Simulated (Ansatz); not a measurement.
# CdS (Greenockite) (P6_3mc) in Ansatz: reference runs

Reference runs on CdS (Greenockite): the cell as given and a disturbed copy, then over a range of volumes.

Program: Ansatz 0.2.0. These are calculated values, not measurements. Logs are shortened: lines on timing, memory, paths and dates and some standing lists are left out, and cuts for length are marked.

**The experiment to reproduce.**

From “Isotope dependence of band-gap energy”, 2008, arxiv:0807.2152, for a bulk crystal of CdS: band gap 2.5809 ± 0.0002 eV.

The runs below are set against these values where they give the same quantity.

**1. The structure**

The structure is hexagonal, space group P6_3mc (No. 186). Conventional cell: a = 4.150 Å, b = 4.150 Å, c = 6.737 Å, α = 90.00°, β = 90.00°, γ = 120.00°. Around Cd (site symmetry 3m) lie 4 S at 2.53 to 2.54 Å. Around S (site symmetry 3m) lie 4 Cd at 2.53 to 2.54 Å.

**2. Single point, PBE**

The input, input.yaml:

```yaml
crystal:
  lattice:
    - [4.15, 0.0, 0.0]
    - [-2.075, 3.5940054257, 0.0]
    - [0.0, 0.0, 6.737]
  atoms:
    - { symbol: Cd, position: [0.6666666667, 0.3333333333, 0.5] }
    - { symbol: Cd, position: [0.3333333333, 0.6666666667, 0.0] }
    - { symbol: S, position: [0.6666666667, 0.3333333333, 0.875] }
    - { symbol: S, position: [0.3333333333, 0.6666666667, 0.375] }
hamiltonian:
  xc: pbe
  pseudopotentials: { kind: paw }
kpoints:
  mp_grid: { grid: [7, 7, 4] }
scf:
  occupations: { method: fermi_dirac, width: 0.05 }
output:
  forces: true
  stress: true
  eigenvalues: true
```

Potentials or basis: Ansatz PAW.

The run is started by

```bash
$ ansatz run input.yaml --threads 2 --pin off --max-ram 5120MiB --backend cpu --events-out ev --progress --plain --runs-dir out
```

Standard output:

```text
Warning: RAYON_NUM_THREADS=2 ignored (pool sized by the plan → 2); use --threads N
Engine: ansatz 0.2.0, aarch64-unknown-linux-gnu
Pseudopotentials: kind: paw
Pseudopotential: Cd, paw, valence charge 20, recommended cutoff 420 eV (normal), Cd.paw.azcp
Pseudopotential: S, paw, valence charge 6, recommended cutoff 420 eV (normal), S.paw.azcp
Functional definition: PBE
  parameter kappa = 0.804
  parameter beta = 0.06672455060314922
  exchange = pbe_x(kappa = kappa, mu = beta*pi^2/3)
  correlation = pbe_c(beta = beta)
Crystal: 4 atoms, lattice volume = 100.483 Å³
Basis set: ecut = 420 eV, 1973 PW (Γ), exchange–correlation on 60×60×96 points (8 copies of the dense FFT grid, shifted against one another)
Bands: 32, of which v1, the nominal top of the filled ones, is band 26 counted from 1 (25 counted from 0)
Symmetry: 12 space group operations
Space group: P63mc (ITA 186), of the structure as read, at distance tolerance 4.6e-5 Å
k-points: 24 of 196 (time reversal used)
Non-local potential: Cd, projectors of the file, l = 0: 3, l = 1: 2, l = 2: 2, l = 3: 1
Non-local potential: S, projectors of the file, l = 0: 2, l = 1: 2, l = 2: 2
PAW form: soft (Blöchl's): semilocal exchange-correlation on the pseudo side does not see the compensation charge
PAW one-centre angular grid: Cd, 590 points (default); XC on 64 Gauss nodes
PAW one-centre angular grid: S, 110 points (default); XC on 64 Gauss nodes
Initial density: superposition of atomic densities (neutral atoms: chi_scale 0, normalization atom), corrected by the library's trained network
Initial wavefunctions: pseudopotential atomic-orbital guess
Functional: x = pbe(κ = 0.804, μ = 0.2195149727645171), c = pbe(β = 0.06672455060314922)
SCF iter   1: F=—  HF=-18315.636110 eV  |F-HF|=—  |Δ(HF+E_count)|=         —  Δρ=6.11e-4  dr2=4.49e-4  ethr=1.77e-3  ⟨swp⟩=6.0  Hψ=3046  notcnv=0
preconditioner: auto → Resta (q_TF=auto, 2.445 Å⁻¹)  ε∞=4.7  [insulator: Δε(μ)=1.190 eV  Ē_g=11.629 eV  σ=0.050 eV  W_gap=1.00  n_scr=22 (ndim 8)  ℏωp=22.2 eV  f_vac=0.131  D(μ)=0.00/eV (n_scr^D=0)  ε∞_Penn≈4.7]
SCF iter   2: F=—  HF=-18315.637668 eV  |F-HF|=—  |Δ(HF+E_count)|=   1.56e-3  Δρ=3.10e-4  dr2=1.18e-4  ethr=8.64e-7  ⟨swp⟩=2.8  Hψ=1616  notcnv=0
SCF iter   3: F=—  HF=-18315.637730 eV  |F-HF|=—  |Δ(HF+E_count)|=   6.14e-5  Δρ=1.09e-4  dr2=9.67e-6  ethr=2.27e-7  ⟨swp⟩=2.0  Hψ=1160  notcnv=0
automatic band count: iteration 3 solves 31 bands in place of 32: the levels show a gap, and the empty bands left out lie too high to hold charge; the band table lists the bands solved (type scf.n_extra_bands for more)
SCF iter   4: F=—  HF=-18315.637818 eV  |F-HF|=—  |Δ(HF+E_count)|=   8.83e-5  Δρ=4.53e-5  dr2=1.94e-6  ethr=1.86e-8  ⟨swp⟩=2.1  Hψ=1150  notcnv=0
SCF iter   5: F=—  HF=-18315.637822 eV  |F-HF|=—  |Δ(HF+E_count)|=   3.75e-6  Δρ=1.00e-5  dr2=1.26e-7  ethr=3.72e-9  ⟨swp⟩=2.0  Hψ=1160  notcnv=0
SCF iter   6: F=-18315.637822 eV  HF=-18315.637822 eV  |F-HF|=1.07e-8  |Δ(HF+E_count)|=   1.92e-7  Δρ=3.56e-6  dr2=1.85e-8  ethr=1.92e-10  ⟨swp⟩=6.4  Hψ=3040  notcnv=0
SCF 1 converged in 6 iterations: F = -18315.637822 eV  dr2 = 1.85e-8
SCF converged after 6 iterations
Free energy (F): -18315.637822 eV
Harris-Foulkes:  -18315.637822 eV  (|F-HF|=1.07e-8)
Internal energy: -18315.637822 eV  (E = F + TS)
E sigma→0 (E₀):  -18315.637822 eV
Entropy (-TS):   -0.000000 eV (-0.000 meV/atom)
Fermi energy:    7.360296 eV
--- Per-component energies (eV) ---
  E_band       = -1020.660845
  E_kinetic    = 1223.478164
  E_local      = -8071.791130  (includes V_loc(G=0)·N_el)
  E_nonlocal   = 124.357293
  E_hartree    = 3706.034857
  E_xc         = -547.680567
  E_vxc        = -618.076423  (∫ρ·V_xc dr)
  E_paw        = -9367.644245  (= ΣΔE_a)
  E_vpaw       = -1090.706011  (= ΣTr[D̂ρ^β])
  E_aug_tail   = 0.000032  (compensation charges beyond the density's cutoff)
  E_ewald      = -5382.392226
  E_smearing   = -0.000000  (= −TS)
  E_closure    = -0.000000  (closes the sum)
  Σ components = -18315.637822   (vs F -18315.637822, Δ=0.00e0)
--- Forces (eV/Å), atoms counted from 1 ---
  atom   1  Cd     0.00000000    -0.00000000    -0.06785751
  atom   2  Cd     0.00000000     0.00000000    -0.06785751
  atom   3  S      0.00000000    -0.00000000     0.06785337
  atom   4  S      0.00000000     0.00000000     0.06785337
  max |Σ_I F_I| component: 8.28e-6 eV/Å
--- Stress (GPa, compression-positive) ---
        1.860164       0.000000      -0.000000
        0.000000       1.860164      -0.000000
       -0.000000       0.000000       2.495874
  P = ⅓ Tr σ = 2.0721 GPa (20.721 kbar)
--- Band table (eV; the first three rows and the last of 24) ---
  k-point 0: bands = ["-94.5374", "-94.5374", "-55.6103", "-55.6103", "-55.6101", "-55.6101", "-55.6100", "-55.6094", "-5.5605", "-5.1338", "-0.9349", "-0.9129", "-0.9129", "-0.8272", "-0.8272", "-0.5139", "-0.5139", "-0.4247", "-0.4247", "-0.0901", "2.4050", "5.9765", "5.9765", "6.6889", "6.7317", "6.7317", "7.9277", "9.5228", "13.1915", "13.1915", "13.5174"]
  k-point 1: bands = ["-94.5374", "-94.5374", "-55.6102", "-55.6102", "-55.6102", "-55.6102", "-55.6099", "-55.6095", "-5.4965", "-5.1938", "-0.9037", "-0.9037", "-0.8890", "-0.8432", "-0.8432", "-0.4980", "-0.4980", "-0.4348", "-0.4348", "-0.3550", "3.0106", "5.6996", "6.0807", "6.0807", "6.6141", "6.6141", "8.8119", "9.5956", "13.0353", "13.2610", "13.2610"]
  k-point 2: bands = ["-94.5374", "-94.5374", "-55.6102", "-55.6102", "-55.6102", "-55.6102", "-55.6097", "-55.6097", "-5.3432", "-5.3432", "-0.8768", "-0.8768", "-0.8768", "-0.8768", "-0.7095", "-0.7095", "-0.4635", "-0.4635", "-0.4635", "-0.4635", "4.2853", "4.2853", "6.3408", "6.3408", "6.3408", "6.3408", "9.5729", "9.5729", "12.9037", "12.9037", "13.5392"]
  k-point 23: bands = ["-94.5374", "-94.5374", "-55.6106", "-55.6106", "-55.6104", "-55.6104", "-55.6096", "-55.6096", "-5.0507", "-5.0507", "-0.7538", "-0.7538", "-0.7194", "-0.7194", "-0.5344", "-0.5344", "-0.4719", "-0.4719", "0.0166", "0.0166", "2.8082", "2.8082", "4.5023", "4.5023", "5.6080", "5.6080", "11.0578", "11.0578", "12.7340", "12.7340", "13.2859"]
```

Wall time 3.1 s (2 threads of Arm Neoverse V1, shared host); peak memory 0.34 GiB.

Results:

| Item | Value |
| --- | --- |
| Free energy | -18315.6378 eV |
| Pressure | 2.1 GPa |
| Largest force | 0.068 eV/Å |
| Band gap on the k mesh | 1.20 eV, direct |

Forces on the atoms (eV/Å):
```
Cd   0.000  0.000 -0.068
Cd   0.000  0.000 -0.068
S    0.000  0.000  0.068
S    0.000  0.000  0.068
```

Levels at points of the mesh, in eV from the valence-band top:
| k point | band 24 | band 25 | band 26 | band 27 | band 28 | band 29 |
| --- | --- | --- | --- | --- | --- | --- |
| (0.00, 0.00, 0.00) | -0.04 | 0.00 | 0.00 | 1.20 | 2.79 | 6.46 |
| (0.00, 0.00, -0.50) | -0.39 | -0.39 | -0.39 | 2.84 | 2.84 | 6.17 |

Caveat: odd divisions of the mesh miss points on the zone boundary, where band edges often lie, so the gap on the mesh can be too wide.

**3. Single point, PBE (atoms moved at random, drawn with an rms of 0.05 Å)**

The input, input.yaml:

```yaml
crystal:
  lattice:
    - [4.15, 0.0, 0.0]
    - [-2.075, 3.5940054257, 0.0]
    - [0.0, 0.0, 6.737]
  atoms:
    - { symbol: Cd, position: [0.652377, 0.33483, 0.49822] }
    - { symbol: Cd, position: [0.332357, 0.663829, 0.002389] }
    - { symbol: S, position: [0.662574, 0.332536, 0.872773] }
    - { symbol: S, position: [0.339389, 0.670491, 0.375114] }
hamiltonian:
  xc: pbe
  pseudopotentials: { kind: paw }
kpoints:
  mp_grid: { grid: [7, 7, 4] }
scf:
  occupations: { method: fermi_dirac, width: 0.05 }
output:
  forces: true
  stress: true
  eigenvalues: true
```

Potentials or basis: Ansatz PAW.

The run is started by

```bash
$ ansatz run input.yaml --threads 2 --pin off --max-ram 5120MiB --backend cpu --events-out ev --progress --plain --runs-dir out
```

Standard output:

```text
Warning: RAYON_NUM_THREADS=2 ignored (pool sized by the plan → 2); use --threads N
[... 9 set-up lines as earlier in the session ...]
Crystal: 4 atoms, lattice volume = 100.483 Å³
Basis set: ecut = 420 eV, 1973 PW (Γ), exchange–correlation on 60×60×96 points (8 copies of the dense FFT grid, shifted against one another)
Bands: 32, of which v1, the nominal top of the filled ones, is band 26 counted from 1 (25 counted from 0)
Symmetry: 1 space group operations
Space group: P1 (ITA 1), of the structure as read, at distance tolerance 4.6e-5 Å
k-points: 99 of 196 (time reversal used)
[... 8 set-up lines as earlier in the session ...]
SCF iter   1: F=—  HF=-18315.616213 eV  |F-HF|=—  |Δ(HF+E_count)|=         —  Δρ=6.21e-4  dr2=4.72e-4  ethr=1.77e-3  ⟨swp⟩=6.0  Hψ=12639  notcnv=0
preconditioner: auto → Resta (q_TF=auto, 2.445 Å⁻¹)  ε∞=4.7  [insulator: Δε(μ)=1.182 eV  Ē_g=11.631 eV  σ=0.050 eV  W_gap=1.00  n_scr=22 (ndim 8)  ℏωp=22.2 eV  f_vac=0.131  D(μ)=0.00/eV (n_scr^D=0)  ε∞_Penn≈4.7]
SCF iter   2: F=—  HF=-18315.617776 eV  |F-HF|=—  |Δ(HF+E_count)|=   1.56e-3  Δρ=3.15e-4  dr2=1.24e-4  ethr=9.07e-7  ⟨swp⟩=2.9  Hψ=6798  notcnv=0
SCF iter   3: F=—  HF=-18315.617844 eV  |F-HF|=—  |Δ(HF+E_count)|=   6.84e-5  Δρ=1.11e-4  dr2=1.07e-5  ethr=2.38e-7  ⟨swp⟩=2.0  Hψ=4767  notcnv=0
automatic band count: iteration 3 solves 31 bands in place of 32: the levels show a gap, and the empty bands left out lie too high to hold charge; the band table lists the bands solved (type scf.n_extra_bands for more)
SCF iter   4: F=—  HF=-18315.617924 eV  |F-HF|=—  |Δ(HF+E_count)|=   7.98e-5  Δρ=4.63e-5  dr2=2.17e-6  ethr=2.06e-8  ⟨swp⟩=2.3  Hψ=4783  notcnv=0
SCF iter   5: F=—  HF=-18315.617928 eV  |F-HF|=—  |Δ(HF+E_count)|=   3.75e-6  Δρ=1.07e-5  dr2=1.44e-7  ethr=4.17e-9  ⟨swp⟩=2.0  Hψ=4783  notcnv=0
SCF iter   6: F=-18315.617928 eV  HF=-18315.617928 eV  |F-HF|=1.23e-8  |Δ(HF+E_count)|=   1.97e-7  Δρ=3.81e-6  dr2=2.19e-8  ethr=1.92e-10  ⟨swp⟩=6.4  Hψ=12633  notcnv=0
SCF 1 converged in 6 iterations: F = -18315.617928 eV  dr2 = 2.19e-8
SCF converged after 6 iterations
Free energy (F): -18315.617928 eV
Harris-Foulkes:  -18315.617928 eV  (|F-HF|=1.23e-8)
Internal energy: -18315.617928 eV  (E = F + TS)
E sigma→0 (E₀):  -18315.617928 eV
Entropy (-TS):   -0.000000 eV (-0.000 meV/atom)
Fermi energy:    7.362002 eV
--- Per-component energies (eV) ---
  E_band       = -1020.846717
  E_kinetic    = 1223.538235
  E_local      = -8073.277216  (includes V_loc(G=0)·N_el)
  E_nonlocal   = 124.347648
  E_hartree    = 3706.662045
  E_xc         = -547.703935
  E_vxc        = -618.107362  (∫ρ·V_xc dr)
  E_paw        = -9367.630278  (= ΣΔE_a)
  E_vpaw       = -1090.680308  (= ΣTr[D̂ρ^β])
  E_aug_tail   = 0.000031  (compensation charges beyond the density's cutoff)
  E_ewald      = -5381.554457
  E_smearing   = -0.000000  (= −TS)
  E_closure    = 0.000000  (closes the sum)
  Σ components = -18315.617928   (vs F -18315.617928, Δ=0.00e0)
--- Forces (eV/Å), atoms counted from 1 ---
  atom   1  Cd     0.38345747    -0.00658620     0.01346453
  atom   2  Cd    -0.07456994     0.03429728    -0.21149298
  atom   3  S      0.09586289    -0.02871070     0.15197395
  atom   4  S     -0.40474356     0.00100102     0.04604673
  max |Σ_I F_I| component: 7.77e-6 eV/Å
--- Stress (GPa, compression-positive) ---
        1.870963      -0.888337       0.389372
       -0.888337       1.864844       0.032384
        0.389372       0.032384       2.764807
  P = ⅓ Tr σ = 2.1669 GPa (21.669 kbar)
--- Band table (eV; the first three rows and the last of 99) ---
  k-point 0: bands = ["-94.5633", "-94.5207", "-55.6393", "-55.6347", "-55.6344", "-55.5945", "-55.5932", "-55.5921", "-5.5743", "-5.1284", "-0.9671", "-0.9471", "-0.8903", "-0.8189", "-0.8056", "-0.5275", "-0.5184", "-0.4279", "-0.4227", "-0.0953", "2.3864", "5.9029", "6.0337", "6.6868", "6.7260", "6.7407", "7.9289", "9.5406", "13.1436", "13.2454", "13.5200"]
  k-point 1: bands = ["-94.5633", "-94.5207", "-55.6393", "-55.6347", "-55.6344", "-55.5945", "-55.5932", "-55.5921", "-5.5134", "-5.1853", "-0.9568", "-0.9125", "-0.8790", "-0.8317", "-0.8178", "-0.5129", "-0.5041", "-0.4350", "-0.4329", "-0.3608", "2.9949", "5.6937", "6.0133", "6.1317", "6.6004", "6.6318", "8.8138", "9.6115", "13.0401", "13.2019", "13.3235"]
  k-point 2: bands = ["-94.5633", "-94.5207", "-55.6393", "-55.6347", "-55.6344", "-55.5945", "-55.5932", "-55.5921", "-5.4093", "-5.2857", "-0.9469", "-0.8863", "-0.8484", "-0.8339", "-0.7385", "-0.6960", "-0.4916", "-0.4842", "-0.4493", "-0.4465", "4.2508", "4.2987", "6.2359", "6.3500", "6.3659", "6.3980", "9.5470", "9.6148", "12.8692", "12.9526", "13.3846"]
  k-point 98: bands = ["-94.5633", "-94.5207", "-55.6396", "-55.6349", "-55.6344", "-55.5947", "-55.5933", "-55.5922", "-5.2138", "-5.0239", "-0.8468", "-0.8369", "-0.7030", "-0.6866", "-0.5823", "-0.5464", "-0.4694", "-0.4431", "-0.3023", "0.0038", "2.8721", "3.5533", "4.5578", "4.8403", "5.6126", "5.8943", "10.4209", "11.3233", "12.1298", "12.5328", "13.5088"]
```

It took 12 s on 2 threads of Arm Neoverse V1, shared host; peak memory 0.48 GiB.

Results:

| Quantity | Value |
| --- | --- |
| Free energy | -18315.6179 eV |
| Pressure | 2.2 GPa |
| Largest force | 0.407 eV/Å |
| Band gap on the k mesh | 1.19 eV, direct |

Forces on the atoms (eV/Å):
```
Cd   0.383 -0.007  0.013
Cd  -0.075  0.034 -0.211
S    0.096 -0.029  0.152
S   -0.405  0.001  0.046
```

Caveat: odd divisions of the mesh miss points on the zone boundary, where band edges often lie, so the gap on the mesh can be too wide.

**4. Single point, PBE, 23.61 Å³/atom (volume scaled by 0.94)**

The input, input.yaml:

```yaml
crystal:
  lattice:
    - [4.0652823512, 0.0, 0.0]
    - [-2.0326411756, 3.5206377897, 0.0]
    - [0.0, 0.0, 6.5994716144]
  atoms:
    - { symbol: Cd, position: [0.6666666667, 0.3333333333, 0.5] }
    - { symbol: Cd, position: [0.3333333333, 0.6666666667, 0.0] }
    - { symbol: S, position: [0.6666666667, 0.3333333333, 0.875] }
    - { symbol: S, position: [0.3333333333, 0.6666666667, 0.375] }
hamiltonian:
  xc: pbe
  pseudopotentials: { kind: paw }
kpoints:
  mp_grid: { grid: [7, 7, 4] }
scf:
  occupations: { method: fermi_dirac, width: 0.05 }
output:
  forces: true
  stress: true
  eigenvalues: true
```

The run is started by

```bash
$ ansatz run input.yaml --threads 2 --pin off --max-ram 5120MiB --backend cpu --events-out ev --progress --plain --runs-dir out
```

It took 2.8 s on 2 threads of Arm Neoverse V1, shared host; peak memory 0.34 GiB.

The run converged. Its results:

```yaml
Free_energy: -18315.4810 eV
Pressure: 6.5 GPa
Largest_force: 0.081 eV/Å
Band_gap_on_the_k_mesh: 1.34 eV, direct
```

Caveat: odd divisions of the mesh miss points on the zone boundary, where band edges often lie, so the gap on the mesh can be too wide.

**5. Single point, PBE, 24.12 Å³/atom (volume scaled by 0.96)**

Edit input.yaml of step 4 so:

```diff
@@ -2,5 +2,5 @@
   lattice:
-    - [4.0652823512, 0.0, 0.0]
-    - [-2.0326411756, 3.5206377897, 0.0]
-    - [0.0, 0.0, 6.5994716144]
+    - [4.0939120434, 0.0, 0.0]
+    - [-2.0469560217, 3.5454318304, 0.0]
+    - [0.0, 0.0, 6.6459482979]
   atoms:
```

The run is started by

```bash
$ ansatz run input.yaml --threads 2 --pin off --max-ram 5120MiB --backend cpu --events-out ev --progress --plain --runs-dir out
```

Wall time 2.7 s (2 threads of Arm Neoverse V1, shared host); peak memory 0.34 GiB.

Results (log left out):

| Property | Result |
| --- | --- |
| Free energy | -18315.5521 eV |
| Pressure | 4.9 GPa |
| Largest force | 0.076 eV/Å |
| Band gap on the k mesh | 1.29 eV, direct |

Caveat: odd divisions of the mesh miss points on the zone boundary, where band edges often lie, so the gap on the mesh can be too wide.

**6. Single point, PBE, 24.62 Å³/atom (volume scaled by 0.98)**

Edit input.yaml of step 5 so:

```diff
@@ -2,5 +2,5 @@
   lattice:
-    - [4.0939120434, 0.0, 0.0]
-    - [-2.0469560217, 3.5454318304, 0.0]
-    - [0.0, 0.0, 6.6459482979]
+    - [4.1221468118, 0.0, 0.0]
+    - [-2.0610734059, 3.5698838571, 0.0]
+    - [0.0, 0.0, 6.6917838725]
   atoms:
@@ -21 +21,5 @@
   eigenvalues: true
+  write_density: true
+  write_potential: true
+  elf: true
+  volumetric_format: npy
```

Potentials or basis: Ansatz PAW.

The run is started by

```bash
$ ansatz run input.yaml --threads 2 --pin off --max-ram 5120MiB --backend cpu --events-out ev --progress --plain --runs-dir out
```

Run time: 4 s. Hardware: 2 threads of Arm Neoverse V1, shared host; peak memory 0.35 GiB.

The run converged. Its results:

| Property | Result |
| --- | --- |
| Free energy | -18315.6037 eV |
| Pressure | 3.4 GPa |
| Largest force | 0.072 eV/Å |
| Band gap on the k mesh | 1.24 eV, direct |

Caveat: odd divisions of the mesh miss points on the zone boundary, where band edges often lie, so the gap on the mesh can be too wide.

(Continued in part 2 of 2.)
